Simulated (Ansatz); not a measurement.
# AlRu: the cost of one run

Method: DFT PBEsol, scalar-relativistic, plane waves, PAW, in Ansatz 0.2.0.

1 further run of the same task is left out (set aside as unsound or not needed).

## 1. The system as given

Symmetry: Pm-3m, No. 221, cubic system. The conventional cell has a = 2.992 Å, b = 2.992 Å, c = 2.992 Å, α = 90.00°, β = 90.00°, γ = 90.00°. Al (site symmetry m-3m) is surrounded by 8 Ru at 2.59 Å. Around Ru (site symmetry m-3m) lie 8 Al at 2.59 Å.

Coordinates:

```
CELL_PARAMETERS angstrom
2.99160 0.00000 0.00000
0.00000 2.99160 0.00000
0.00000 0.00000 2.99160
ATOMIC_POSITIONS crystal
Al 0.00000 0.00000 0.00000
Ru 0.50000 0.50000 0.50000
```

The structure comes from the Crystallography Open Database.

## 2. Random moves and strain, cell strained

The change: strain xx, yy, zz, yz, xz, xy = -0.2, +3.1, +2.5, +1.1, -0.1, -0.4 %; atoms moved by 0.25 Å root mean square, at most 0.25 Å.

input.yaml reads:

```yaml
crystal:
  lattice:
    - [2.987052768, -0.012594636, -0.003978828]
    - [-0.012594636, 3.085775568, 0.031980204]
    - [-0.003978828, 0.031980204, 3.067825968]
  atoms:
    - { symbol: Al, position: [0.0820363685, -0.0018184249, 0.0158109373] }
    - { symbol: Ru, position: [0.4179636315, 0.5018184249, 0.4841890627] }
basis:
  ecutwfc: 420
kpoints:
  mp_grid: { grid: [12, 12, 12] }
hamiltonian:
  xc: pbesol
scf:
  occupations: { method: gaussian, width: 0.1 }
output:
  forces: true
  stress: true
  eigenvalues: true
```

Command:

```console
ansatz run input.yaml --threads 1 --pin off --max-ram 1331MiB --backend cpu --events-out ev --progress --plain --runs-dir out
```

What time and memory should one allow on 1 thread of an x86-64 CPU, shared host?

About 13 s, with a peak of 0.71 GiB.
